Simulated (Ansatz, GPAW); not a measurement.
Given: the input of a run of Ansatz 0.2.0 on WC. The cell is a database's computed one, not the measured one.

The input input.yaml:

```yaml
crystal:
  lattice:
    - [0.0, 2.192684, 2.192684]
    - [2.192684, 0.0, 2.192684]
    - [2.192684, 2.192684, 0.0]
  atoms:
    - { symbol: W, position: [0.0, 0.0, 0.0] }
    - { symbol: C, position: [0.5, 0.5, 0.5] }
hamiltonian:
  xc: pbesol
  pseudopotentials: { kind: paw }
kpoints:
  mp_grid: { grid: [10, 10, 10] }
scf:
  occupations: { method: fermi_dirac, width: 0.05 }
output:
  forces: true
  stress: true
  eigenvalues: true
```

Potentials or basis: Ansatz PAW.

Command:

```bash
$ ansatz run input.yaml --threads 1 --pin off --max-ram 3584MiB --backend cpu --events-out ev --progress --plain --runs-dir out
```

**Question.** What does the same run look like in GPAW 26.7.0 (ASE script)? Potentials or basis there: PAW data sets generated for this functional, cutoff 800 eV.

**Answer.** As run (cutoffs and basis follow the program's own potentials, and thresholds, step limits or extra output files can differ):

Contents of run.py:

```python
from ase import Atoms
from ase.dft.bandgap import bandgap
from ase.io import write
from ase.units import Bohr, GPa
from gpaw import GPAW, PW, setup_paths
from gpaw.elf import elf_from_dft_calculation

setup_paths.insert(0, '.')

atoms = Atoms(['W', 'C'],
              cell=[[0.0, 2.192684, 2.192684],
                    [2.192684, 0.0, 2.192684],
                    [2.192684, 2.192684, 0.0]],
              scaled_positions=[[0.0, 0.0, 0.0],
                                [0.5, 0.5, 0.5]],
              pbc=True)

calc = GPAW(mode=PW(800),
            xc='PBEsol',
            kpts={'size': (10, 10, 10), 'gamma': True},
            occupations={'name': 'fermi-dirac', 'width': 0.05},
            nbands=19,
            convergence={'density': 1e-05, 'energy': 1e-05},
            maxiter=150,
            txt='gpaw.txt')
atoms.calc = calc
energy = atoms.get_potential_energy()
forces = atoms.get_forces()
stress = atoms.get_stress()
calc.write('gs.gpw')
write('result.traj', atoms)
print(f'Energy: {energy:.6f} eV')
print('Forces (eV/A):')
print(forces.round(4))
print('Stress (GPa):', (stress / GPa).round(3))
print('Fermi level:', round(calc.get_fermi_level(), 4), 'eV')
print(f'Gap: {bandgap(calc)[0]:.4f} eV, direct: {bandgap(calc, direct=True)[0]:.4f} eV')

# fields on the real-space grid
write('density.cube', atoms, data=calc.get_pseudo_density() * Bohr**3)
write('potential.cube', atoms, data=calc.get_electrostatic_potential())
write('elf.cube', atoms, data=elf_from_dft_calculation(calc).data)
```

Potentials or basis: PAW data sets generated in the run's folder for this functional, pw.

Command:

```bash
$ gpaw-setup -f PBEsol C W
$ OMP_NUM_THREADS=1 python run.py
```

Both were run:

|  | Ansatz | GPAW |
| --- | --- | --- |
| Pressure | -10.2 GPa | -10.8 GPa |

Ansatz's pressure holds a Pulay term of +0.32 GPa for its cutoff of 420 eV, which the other run lacks.

Ansatz's potentials were made for PBE.

Where Ansatz's input types no cutoff or centring, it takes its own default and a Γ-centred mesh.

The cell lies far from this level's equilibrium.

Pressure is positive in compression.
